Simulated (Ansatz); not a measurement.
# SiNi: relaxing cell and atoms and phonons, part 2 of 2

Aim: for SiNi, 2 runs in a chain (relaxing cell and atoms and phonons).

Ansatz 0.2.0; DFT PBE, scalar-relativistic, plane waves, PAW. Earlier steps stand in the parts before.

**3. Phonons**

It takes the final geometry of step 2.

Input file input.yaml:

```yaml
crystal:
  lattice:
    - [5.190409469, 0.0, 0.0]
    - [0.0, 3.3547300548, 0.0]
    - [0.0, 0.0, 5.6150117464]
  atoms:
    - { symbol: Si, position: [0.3207562185, 0.75, 0.0832046383] }
    - { symbol: Si, position: [0.1792437815, 0.25, 0.5832046383] }
    - { symbol: Si, position: [0.8207562185, 0.75, 0.4167953617] }
    - { symbol: Si, position: [0.6792437815, 0.25, 0.9167953617] }
    - { symbol: Ni, position: [0.008009388, 0.25, 0.1880938222] }
    - { symbol: Ni, position: [0.491990612, 0.75, 0.6880938222] }
    - { symbol: Ni, position: [0.508009388, 0.25, 0.3119061778] }
    - { symbol: Ni, position: [0.991990612, 0.75, 0.8119061778] }
scf:
  occupations: { method: methfessel_paxton, width: 0.1 }
output:
  forces: true
  stress: true
  eigenvalues: true
hamiltonian:
  xc: pbe
phonons:
  method: dfpt
  dielectric: false
  eigenvectors: false
  qmesh: [3, 4, 3]
kpoints:
  mp_grid: { grid: [9, 12, 9] }
```

Started as:

```console
> ansatz run input.yaml --threads 8 --pin off --max-ram 30720MiB --backend cpu --events-out ev --progress --plain --runs-dir out
```

The program printed:

```text
Warning: RAYON_NUM_THREADS=8 ignored (pool sized by the plan → 8); use --threads N
Engine: ansatz 0.2.0, x86_64-unknown-linux-gnu
Pseudopotentials: kind: paw
Pseudopotential: Si, paw, valence charge 4, recommended cutoff 420 eV (normal), Si.paw.azcp
Pseudopotential: Ni, paw, valence charge 18, recommended cutoff 420 eV (normal), Ni.paw.azcp
Functional definition: PBE
  parameter kappa = 0.804
  parameter beta = 0.06672455060314922
  exchange = pbe_x(kappa = kappa, mu = beta*pi^2/3)
  correlation = pbe_c(beta = beta)
Crystal: 8 atoms, lattice volume = 97.771 Å³
Basis set: ecut = 420 eV, 1913 PW (Γ), exchange–correlation on 72×48×80 points (8 copies of the dense FFT grid, shifted against one another)
Bands: 53, of which v1, the nominal top of the filled ones, is band 44 counted from 1 (43 counted from 0)
Symmetry: 8 space group operations
k-points: 175 of 972
Non-local potential: Si, projectors of the file, l = 0: 2, l = 1: 2, l = 2: 2
Non-local potential: Ni, projectors of the file, l = 0: 3, l = 1: 2, l = 2: 3, l = 3: 1
PAW form: soft (Blöchl's): semilocal exchange-correlation on the pseudo side does not see the compensation charge
PAW one-centre angular grid: Si, 110 points (default); XC on 64 Gauss nodes
PAW one-centre angular grid: Ni, 590 points (default); XC on 64 Gauss nodes
Initial density: superposition of atomic densities (neutral atoms: chi_scale 0, normalization atom), corrected by the library's trained network
Initial wavefunctions: pseudopotential atomic-orbital guess
Functional: x = pbe(κ = 0.804, μ = 0.2195149727645171), c = pbe(β = 0.06672455060314922)
SCF iter   1: F=—  HF=-25906.146757 eV  |F-HF|=—  |Δ(HF+E_count)|=         —  Δρ=3.42e-3  dr2=2.73e-3  ethr=1.77e-3  ⟨swp⟩=7.2  Hψ=36161  notcnv=0  defer=20
preconditioner: auto → Kerker (q_TF=auto, 2.681 Å⁻¹)  [metal: Δε(μ)=0.022 eV  Ē_g=6.978 eV  σ=0.100 eV  W_gap=0.18  n_scr=38 (ndim 8)  ℏωp=28.1 eV  f_vac=0.000  D(μ)=2.53/eV (n_scr^D=10)]
SCF iter   2: F=—  HF=-25906.146969 eV  |F-HF|=—  |Δ(HF+E_count)|=   2.13e-4  S|Δr|=    0.00e0  Δρ=1.93e-3  dr2=1.29e-3  ethr=3.11e-6  ⟨swp⟩=2.0  Hψ=18226  notcnv=0  defer=26
SCF iter   3: F=—  HF=-25906.147104 eV  |F-HF|=—  |Δ(HF+E_count)|=   1.35e-4  S|Δr|=    0.00e0  Δρ=6.69e-4  dr2=2.39e-4  ethr=1.47e-6  ⟨swp⟩=2.1  Hψ=12412  notcnv=0  defer=26
SCF iter   4: F=—  HF=-25906.147087 eV  |F-HF|=—  |Δ(HF+E_count)|=   1.77e-5  S|Δr|=    0.00e0  Δρ=2.05e-4  dr2=2.95e-5  ethr=2.72e-7  ⟨swp⟩=2.3  Hψ=12487  notcnv=0  defer=26
SCF iter   5: F=—  HF=-25906.147082 eV  |F-HF|=—  |Δ(HF+E_count)|=   4.64e-6  S|Δr|=    0.00e0  Δρ=6.73e-5  dr2=3.63e-6  ethr=3.35e-8  ⟨swp⟩=2.2  Hψ=13778  notcnv=0  defer=26
SCF iter   6: F=—  HF=-25906.147083 eV  |F-HF|=—  |Δ(HF+E_count)|=   9.68e-7  S|Δr|=    0.00e0  Δρ=7.96e-6  dr2=4.68e-8  ethr=4.13e-9  ⟨swp⟩=2.5  Hψ=13520  notcnv=0  defer=26
SCF iter   7: F=—  HF=-25906.147083 eV  |F-HF|=—  |Δ(HF+E_count)|=   1.50e-8  S|Δr|=    0.00e0  Δρ=8.69e-6  dr2=4.64e-8  ethr=5.32e-11  ⟨swp⟩=2.0  Hψ=16506  notcnv=0  defer=26
SCF iter   8: F=—  HF=-25906.147083 eV  |F-HF|=—  |Δ(HF+E_count)|=   4.79e-9  S|Δr|=    0.00e0  Δρ=2.58e-6  dr2=4.57e-9  ethr=5.27e-11  ⟨swp⟩=1.8  Hψ=10138  notcnv=0  defer=26
SCF iter   9: F=—  HF=-25906.147083 eV  |F-HF|=—  |Δ(HF+E_count)|=  6.69e-10  S|Δr|=    0.00e0  Δρ=3.55e-7  dr2=1.41e-10  ethr=5.19e-12  ⟨swp⟩=2.2  Hψ=11723  notcnv=0  defer=26
SCF iter  10: F=-25906.147083 eV  HF=-25906.147083 eV  |F-HF|=1.09e-11  |Δ(HF+E_count)|=  1.09e-11  S|Δr|=    0.00e0  Δρ=5.68e-8  dr2=3.02e-12  ethr=1.00e-12  ⟨swp⟩=9.4  Hψ=52079  notcnv=0
SCF 1 converged in 10 iterations: F = -25906.147083 eV  dr2 = 3.02e-12
NSCF: frozen V_eff on 175 k-points
NSCF: frozen V_eff on 287 k-points
DFPT response loops at q = (0, 0, 0) (fractional): preconditioner auto → Kerker (q_TF=auto, 2.681 Å⁻¹) (partly filled bands, converged f_vac=0.000); β = 1.00, the filter's whole step (`scf.mixing.beta` (0.50) is not read by the response loops under this deck's `scf.mixing.preconditioner`; to damp them name `kerker` or `kerker_dos`, under which they read `scf.mixing.beta`, and type it under 1.00, their step now; both keys bind the ground state too); Broyden in place of MSR1
NSCF: frozen V_eff on 1134 k-points
DFPT response loops at q = (0, 0, 0.3333333333333333) (fractional): mixed as the last ones told, above
NSCF: frozen V_eff on 984 k-points
DFPT response loops at q = (0, 0.25, 0) (fractional): mixed as the last ones told, above
NSCF: frozen V_eff on 1944 k-points
DFPT response loops at q = (0, 0.25, 0.3333333333333333) (fractional): mixed as the last ones told, above
NSCF: frozen V_eff on 574 k-points
DFPT response loops at q = (0, -0.5, 0) (fractional): mixed as the last ones told, above
NSCF: frozen V_eff on 1134 k-points
DFPT response loops at q = (0, -0.5, 0.3333333333333333) (fractional): mixed as the last ones told, above
NSCF: frozen V_eff on 1134 k-points
DFPT response loops at q = (0.3333333333333333, 0, 0) (fractional): mixed as the last ones told, above
NSCF: frozen V_eff on 1134 k-points
DFPT response loops at q = (0.3333333333333333, 0, 0.3333333333333333) (fractional): mixed as the last ones told, above
NSCF: frozen V_eff on 1944 k-points
DFPT response loops at q = (0.3333333333333333, 0.25, 0) (fractional): mixed as the last ones told, above
NSCF: frozen V_eff on 1944 k-points
DFPT response loops at q = (0.3333333333333333, 0.25, 0.3333333333333333) (fractional): mixed as the last ones told, above
NSCF: frozen V_eff on 1134 k-points
DFPT response loops at q = (0.3333333333333333, -0.5, 0) (fractional): mixed as the last ones told, above
NSCF: frozen V_eff on 1134 k-points
DFPT response loops at q = (0.3333333333333333, -0.5, 0.3333333333333333) (fractional): mixed as the last ones told, above
SCF converged after 10 iterations
Stability not checked: this state was not tested for a lower state beside it, because cold or Methfessel-Paxton smearing, or corrected tetrahedra, fill the levels in a way that the test cannot read (fill_not_monotonic; see scf.lower_state_search)
Free energy (F): -25906.147083 eV
Harris-Foulkes:  -25906.147083 eV  (|F-HF|=1.09e-11)
Internal energy: -25906.146440 eV  (E = F + TS)
E sigma→0 (E₀):  -25906.146922 eV
Entropy (-TS):   -0.000643 eV (-0.080 meV/atom)
Fermi energy:    14.561776 eV
Step filling:    the computed levels leave a gap of 0.0024 eV = 0.0 smearing widths at the electron count; against every level under it full and every level over it empty, smearing changes F+E_penalty+E_count by -0.827 meV and its σ→0 estimate by -0.666 meV
--- Per-component energies (eV) ---
  E_band       = -1315.968560
  E_kinetic    = 1308.933958
  E_local      = -17895.363218  (includes V_loc(G=0)·N_el)
  E_nonlocal   = 2636.420151
  E_hartree    = 7690.224810
  E_xc         = -568.746969
  E_vxc        = -636.386271  (∫ρ·V_xc dr)
  E_paw        = -8568.598441  (= ΣΔE_a)
  E_vpaw       = -2110.025259  (= ΣTr[D̂ρ^β])
  E_aug_tail   = 0.002288  (compensation charges beyond the density's cutoff)
  E_ewald      = -10509.019019
  E_smearing   = -0.000643  (= −TS)
  E_closure    = 0.000000  (closes the sum)
  Σ components = -25906.147083   (vs F -25906.147083, Δ=0.00e0)
--- Forces (eV/Å), atoms counted from 1 ---
  atom   1  Si    -0.00041748     0.00000000    -0.00056694
  atom   2  Si     0.00041748     0.00000000    -0.00056694
  atom   3  Si    -0.00041748     0.00000000     0.00056694
  atom   4  Si     0.00041748     0.00000000     0.00056694
  atom   5  Ni     0.00065736     0.00000000    -0.00013000
  atom   6  Ni    -0.00065736     0.00000000    -0.00013000
  atom   7  Ni     0.00065736     0.00000000     0.00013000
  atom   8  Ni    -0.00065736     0.00000000     0.00013000
  max |Σ_I F_I| component: 1.39e-17 eV/Å
--- Stress (GPa, compression-positive) ---
       -0.000080       0.000000       0.000000
        0.000000       0.006824       0.000000
        0.000000       0.000000      -0.006399
  P = ⅓ Tr σ = 0.0001 GPa (0.001 kbar)
--- Band table (eV; the first three rows and the last of 175) ---
  k-point 0: bands = ["-89.3486", "-89.3450", "-89.3447", "-89.3411", "-49.8101", "-49.8068", "-49.7856", "-49.7801", "-49.7510", "-49.7497", "-49.7269", "-49.7223", "-49.7112", "-49.7080", "-49.7065", "-49.7044", "1.5946", "4.9133", "6.2178", "6.7049", "8.0279", "8.5276", "10.1968", "10.6030", "10.6880", "10.6885", "10.7069", "10.7463", "10.9634", "11.2672", "11.4852", "11.6122", "11.7620", "11.9136", "12.1724", "12.2487", "12.3467", "12.4369", "12.4951", "12.6199", "12.7033", "13.3872", "13.5223", "13.5772", "15.1042", "15.7517", "17.9142", "18.4946", "18.6684", "19.1830", "19.4023", "20.5599", "20.8626"]
  k-point 1: bands = ["-89.3486", "-89.3455", "-89.3442", "-89.3411", "-49.8100", "-49.8069", "-49.7854", "-49.7803", "-49.7509", "-49.7498", "-49.7268", "-49.7225", "-49.7110", "-49.7079", "-49.7067", "-49.7045", "1.6505", "4.6348", "6.4070", "6.7322", "7.9931", "8.7060", "10.0246", "10.5685", "10.6000", "10.6225", "10.7007", "10.8938", "10.9688", "11.2904", "11.4806", "11.5854", "11.8443", "11.9361", "12.1731", "12.2183", "12.3506", "12.3738", "12.4176", "12.6151", "12.8023", "13.3357", "13.5628", "13.7169", "15.2045", "15.9115", "17.6475", "18.6828", "18.6970", "18.8795", "19.1655", "20.5602", "20.9353"]
  k-point 2: bands = ["-89.3484", "-89.3461", "-89.3435", "-89.3413", "-49.8096", "-49.8072", "-49.7850", "-49.7808", "-49.7509", "-49.7499", "-49.7265", "-49.7230", "-49.7105", "-49.7076", "-49.7070", "-49.7048", "1.8175", "4.0801", "6.7393", "6.8112", "7.9043", "9.1566", "9.5290", "10.4468", "10.5604", "10.6771", "10.7356", "10.9810", "11.0571", "11.3561", "11.5117", "11.5213", "11.8251", "12.0618", "12.0824", "12.1352", "12.1438", "12.3980", "12.4534", "12.5962", "12.9956", "13.1657", "13.5967", "14.1436", "15.3991", "16.3317", "17.1189", "18.1165", "18.7833", "18.9516", "19.0424", "20.5536", "21.0687"]
  k-point 174: bands = ["-89.3451", "-89.3451", "-89.3444", "-89.3444", "-49.7977", "-49.7977", "-49.7970", "-49.7970", "-49.7325", "-49.7325", "-49.7251", "-49.7251", "-49.7178", "-49.7178", "-49.7167", "-49.7167", "5.8988", "5.8988", "6.0161", "6.0161", "8.0048", "8.0048", "8.2801", "8.2801", "10.8912", "10.8912", "10.9163", "10.9163", "11.2105", "11.2105", "11.3247", "11.3247", "11.9423", "11.9423", "11.9920", "11.9920", "12.3944", "12.3944", "12.4462", "12.4462", "12.6909", "12.6909", "12.7135", "12.7135", "16.6527", "16.6527", "17.1392", "17.1392", "17.8877", "17.8877", "18.2875", "18.2875", "20.0454"]
--- Phonons (Γ-DFPT): 6 representative perturbations + reference (Σ response iterations 22) ---
  ASR residual: 2.238e-5 → 0.000e0 eV/Å²; symmetrization residual: 3.171e-6 eV/Å²
  ASR residual per site (eV/Å²): 6.91e-6 6.91e-6 6.91e-6 6.91e-6 2.24e-5 2.24e-5 2.24e-5 2.24e-5
  Γ frequencies (cm⁻¹): 0.00 0.00 0.00 150.38 163.44 180.21 193.15 196.83 212.60 215.29 215.77 252.76 274.24 287.66 288.08 291.81 312.84 317.89 329.76 330.08 356.77 377.96 380.18 400.81
--- Phonons (arbitrary-q DFPT): 12 irreducible q on the 3×4×3 mesh ---
  q = [0.0000, 0.0000, 0.0000] (star 1, of the zone-centre solve; hermiticity 5.71e-7, symmetrization 1.23e-13): -0.00 -0.00 -0.00 150.38 163.44 180.21 193.15 196.83 212.60 215.29 215.77 252.76 274.24 287.66 288.08 291.81 312.84 317.89 329.76 330.08 356.77 377.96 380.18 400.81
  q = [0.0000, 0.0000, 0.3333] (star 2, 6 solved perturbations on 567 of 972 k-point pairs; hermiticity 6.75e-7, symmetrization 2.45e-13): 77.44 87.50 116.61 128.10 160.18 171.14 185.24 190.47 211.33 217.85 222.97 224.58 282.95 291.79 294.30 300.31 304.95 316.67 323.60 328.48 362.72 378.42 389.31 393.94
  q = [0.0000, 0.2500, 0.0000] (star 2, 6 solved perturbations on 492 of 972 k-point pairs; hermiticity 6.12e-7, symmetrization 5.14e-11): 100.03 106.28 129.26 137.69 143.41 168.55 169.59 194.94 198.91 213.48 229.95 231.83 247.43 273.90 287.08 300.66 328.41 337.83 344.84 346.62 358.71 374.35 376.74 383.98
  q = [0.0000, 0.2500, 0.3333] (star 4, 6 solved perturbations on 972 of 972 k-point pairs: no pair is spared here; hermiticity 5.81e-7, symmetrization 6.46e-13): 77.31 117.16 129.38 153.72 158.23 173.48 191.61 195.13 204.33 208.40 222.32 223.61 258.83 279.14 280.64 296.43 328.05 329.42 352.28 357.32 364.87 376.21 380.33 381.70
  q = [0.0000, -0.5000, 0.0000] (star 1, 6 solved perturbations on 287 of 972 k-point pairs; hermiticity 4.05e-7, symmetrization 8.30e-9): 141.88 141.88 163.45 163.45 177.69 177.69 182.40 182.40 199.32 199.32 205.26 205.26 275.75 275.75 278.03 278.03 348.88 348.88 358.48 358.48 365.17 365.17 378.27 378.27
  q = [0.0000, -0.5000, 0.3333] (star 2, 6 solved perturbations on 567 of 972 k-point pairs; hermiticity 4.86e-7, symmetrization 3.44e-8): 121.93 121.93 139.85 139.85 183.26 183.26 194.94 194.94 203.54 203.54 224.27 224.27 260.56 260.56 279.46 279.46 344.37 344.37 366.34 366.34 375.30 375.30 376.09 376.09
  q = [0.3333, 0.0000, 0.0000] (star 2, 6 solved perturbations on 567 of 972 k-point pairs; hermiticity 7.53e-7, symmetrization 1.47e-13): 90.91 91.46 132.03 145.68 155.47 161.92 182.37 183.16 184.01 218.10 221.86 241.98 268.21 287.33 292.25 294.57 309.17 311.85 320.09 328.29 359.65 375.58 386.53 388.23
  q = [0.3333, 0.0000, 0.3333] (star 4, 12 solved perturbations on 567 of 972 k-point pairs; hermiticity 4.85e-7, symmetrization 7.40e-14): 98.60 113.51 144.01 146.22 156.00 160.14 164.02 174.81 191.38 218.88 226.99 231.12 279.53 290.95 299.52 301.53 307.06 310.84 322.09 326.38 364.63 373.50 387.35 391.94
  q = [0.3333, 0.2500, 0.0000] (star 4, 6 solved perturbations on 972 of 972 k-point pairs: no pair is spared here; hermiticity 4.90e-7, symmetrization 9.71e-14): 73.70 111.42 128.17 148.00 160.27 170.09 182.87 192.67 196.15 205.93 217.59 228.82 252.26 268.06 280.51 287.39 335.16 341.23 346.35 348.59 362.23 371.10 379.95 380.25
  q = [0.3333, 0.2500, 0.3333] (star 8, 12 solved perturbations on 972 of 972 k-point pairs: no pair is spared here; hermiticity 5.20e-7, symmetrization 8.19e-14): 96.26 122.19 134.37 138.30 148.93 166.57 173.61 179.80 206.53 216.25 217.27 225.37 261.92 268.97 284.45 288.73 334.58 334.81 349.45 351.78 366.53 371.93 381.18 383.36
  q = [0.3333, -0.5000, 0.0000] (star 2, 6 solved perturbations on 567 of 972 k-point pairs; hermiticity 4.82e-7, symmetrization 4.35e-8): 129.84 129.84 135.53 135.53 176.07 176.07 184.53 184.53 206.22 206.22 210.65 210.65 262.59 262.59 266.39 266.39 357.79 357.79 363.96 363.96 365.12 365.12 370.90 370.90
  q = [0.3333, -0.5000, 0.3333] (star 4, 12 solved perturbations on 567 of 972 k-point pairs; hermiticity 5.02e-7, symmetrization 1.57e-8): 124.47 124.47 137.06 137.06 175.30 175.30 184.17 184.17 198.00 198.00 209.68 209.68 261.37 261.37 275.22 275.22 351.52 351.52 362.34 362.34 374.07 374.07 374.56 374.56
  sum rule: each row above includes the acoustic sum rule's correction from the zone centre's row sums; it moved no ω² by more than (0.34 cm⁻¹)²
  mesh force constants: q→R imaginary residual 1.34e-16; ASR residual 2.238e-5 → 0.000e0 eV/Å²; symmetrization residual 1.776e-15 eV/Å²
  density of states and harmonic sums: on the 12×20×12 q-mesh, interpolated from the force constants of a 3×4×3 supercell (no non-analytic term)
  largest difference from the sums on the solved wave vectors: F 2.20e-2 eV, S 2.91e-5 and C_V 7.09e-6 eV/K
  zero-point energy: 0.372489 eV/cell   skipped modes (ω ≤ 0): 3   left out of the sums: 4.34e-5 of the cell's modes: C_V's classical limit lies that fraction below 3 k_B per atom; for a crystal, a wire or a layer, F and S can be off by more, and a phonons.interpolated_qmesh denser along its periods is the remedy for the sampling
```

It took 52 min on 8 threads of Intel Xeon Platinum 8488C (Sapphire Rapids), shared host; peak memory 11 GiB.

phthermo.tsv, divided by the number of atoms:

```csv
T (K),F_vib (meV),S (k_B),C_V (k_B)
0,46.6,0.00,0.00
10,46.6,0.00,0.00
20,46.6,0.01,0.02
30,46.5,0.02,0.08
40,46.5,0.06,0.19
50,46.4,0.12,0.35
60,46.3,0.20,0.52
70,46.1,0.29,0.71
80,45.8,0.40,0.90
90,45.4,0.51,1.08
100,44.9,0.64,1.24
110,44.3,0.76,1.40
120,43.6,0.89,1.54
130,42.8,1.02,1.67
140,41.8,1.15,1.79
150,40.8,1.27,1.89
160,39.6,1.40,1.99
170,38.4,1.52,2.07
180,37.0,1.64,2.15
190,35.6,1.76,2.21
200,34.0,1.88,2.27
210,32.3,1.99,2.33
220,30.6,2.10,2.38
230,28.7,2.20,2.42
240,26.8,2.31,2.46
250,24.7,2.41,2.50
260,22.6,2.51,2.53
270,20.4,2.60,2.56
280,18.1,2.70,2.59
290,15.8,2.79,2.61
300,13.3,2.88,2.63
310,10.8,2.96,2.66
320,8.2,3.05,2.67
330,5.5,3.13,2.69
340,2.8,3.21,2.71
350,0.0,3.29,2.72
360,-2.9,3.37,2.74
370,-5.8,3.44,2.75
380,-8.8,3.52,2.76
390,-11.9,3.59,2.77
400,-15.0,3.66,2.78
410,-18.2,3.73,2.79
420,-21.4,3.80,2.80
430,-24.7,3.86,2.81
440,-28.1,3.93,2.82
450,-31.5,3.99,2.83
460,-34.9,4.05,2.83
470,-38.5,4.11,2.84
480,-42.0,4.17,2.85
490,-45.6,4.23,2.85
500,-49.3,4.29,2.86
510,-53.0,4.35,2.86
520,-56.8,4.40,2.87
530,-60.6,4.46,2.87
540,-64.5,4.51,2.88
550,-68.4,4.56,2.88
560,-72.3,4.61,2.89
570,-76.3,4.67,2.89
580,-80.4,4.72,2.89
590,-84.5,4.77,2.90
600,-88.6,4.81,2.90
610,-92.8,4.86,2.90
620,-97.0,4.91,2.91
630,-101.2,4.96,2.91
640,-105.5,5.00,2.91
650,-109.9,5.05,2.92
660,-114.2,5.09,2.92
670,-118.6,5.14,2.92
680,-123.1,5.18,2.92
690,-127.6,5.22,2.92
700,-132.1,5.26,2.93
710,-136.6,5.31,2.93
720,-141.2,5.35,2.93
730,-145.8,5.39,2.93
740,-150.5,5.43,2.93
750,-155.2,5.47,2.94
760,-159.9,5.50,2.94
770,-164.7,5.54,2.94
780,-169.5,5.58,2.94
790,-174.3,5.62,2.94
800,-179.2,5.66,2.94
810,-184.0,5.69,2.94
820,-189.0,5.73,2.95
830,-193.9,5.76,2.95
840,-198.9,5.80,2.95
850,-203.9,5.83,2.95
860,-209.0,5.87,2.95
870,-214.0,5.90,2.95
880,-219.1,5.94,2.95
890,-224.3,5.97,2.95
900,-229.4,6.00,2.96
910,-234.6,6.04,2.96
920,-239.8,6.07,2.96
930,-245.1,6.10,2.96
940,-250.3,6.13,2.96
950,-255.6,6.16,2.96
960,-261.0,6.19,2.96
970,-266.3,6.22,2.96
980,-271.7,6.26,2.96
990,-277.1,6.29,2.96
1000,-282.5,6.31,2.96
```

**4. The runs side by side**

The summary covers parts 1 to 2.

| step | volume (Å³/atom) | pressure (GPa) | energy (eV) | gap on the mesh (eV) | time |
| --- | --- | --- | --- | --- | --- |
| 2 | 12.22 | 0.0 | -25906.147 | 0.00 | 30 s |

| quantity | value |
| --- | --- |
| relaxed cell, step 2 | a = 5.190 Å, b = 3.355 Å, c = 5.615 Å, α = 90.00°, β = 90.00°, γ = 90.00° |
| highest frequency on the q mesh | 401 cm⁻¹ |
| zero-point energy | 46.6 meV/atom |
| S and C_V at 300 K | 2.88 and 2.63 k_B/atom |

No mode on the given mesh is imaginary. At 300 K the heat capacity has reached 88 % of the Dulong–Petit value. The final runs have no spin polarisation, so no magnetic state was tried and one may lie lower.
